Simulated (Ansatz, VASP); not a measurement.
## GaAs: VASP beside Ansatz

File INCAR:

```
SYSTEM = GaAs
PREC = Accurate
ENCUT = 520
EDIFF = 1E-7
ISMEAR = -1
SIGMA = 0.02
LREAL = .False.
LASPH = .True.
NELM = 100
ALGO = Normal
ISIF = 2
LWAVE = .False.
LCHARG = .False.
GGA = PE
NBANDS = 16
```

The input KPOINTS:

```
Automatic mesh
0
Gamma
  8 8 8
  0 0 0
```

Contents of POSCAR:

```
GaAs
1.0
    0.0000000000      2.8330850955      2.9464084993
    2.8330850955      0.0000000000      2.9464084993
    2.8330850955      2.8330850955      0.0000000000
Ga As
1 1
Direct
    0.0000000000      0.0000000000      0.0000000000
    0.2500000000      0.2500000000      0.2500000000
```

Input for Ansatz:

```yaml
crystal:
  lattice:
    - [0.0, 2.8330850955, 2.9464084993]
    - [2.8330850955, 0.0, 2.9464084993]
    - [2.8330850955, 2.8330850955, 0.0]
  atoms:
    - { symbol: Ga, position: [0.0, 0.0, 0.0] }
    - { symbol: As, position: [0.25, 0.25, 0.25] }
kpoints:
  mp_grid: { grid: [8, 8, 8] }
  band_path:
    path:
      - [0.0, 0.0, 0.0]
      - [-0.5, -0.5, 0.0]
      - [-0.375, -0.375, 0.25]
      - [-0.375, 0.0, 0.375]
      - [0.0, 0.0, 0.5]
      - [-0.5, -0.25, 0.25]
    npoints: 1
hamiltonian:
  xc: pbe
scf:
  occupations: { method: fermi_dirac, width: 0.02 }
  n_extra_bands: 4
output:
  forces: true
  stress: true
  eigenvalues: true
```

Change from the starting cell: uniaxial_z strain +4.0%.

Alike in both runs: task single point; functional PBE; k mesh 8 × 8 × 8; occupations fermi-dirac, width 0.02 eV; no spin polarisation.

```csv
,VASP,Ansatz
version,VASP 6.6.1,Ansatz 0.2.0
potentials or method,"VASP PAW PBE potentials, release 64 (Ga_d, As)","plane waves, PAW"
plane-wave cutoff (eV),520,420
valence electrons in the cell,18,28
```

|  | VASP | Ansatz | Ansatz less VASP |
| --- | --- | --- | --- |
| pressure (GPa) | 0.3 | 0.1 | -0.17 |
| largest component of the traceless stress (GPa) | 1.63 | 1.63 | +0.004 |

The two sets of potentials don't hold the same shells in valence.
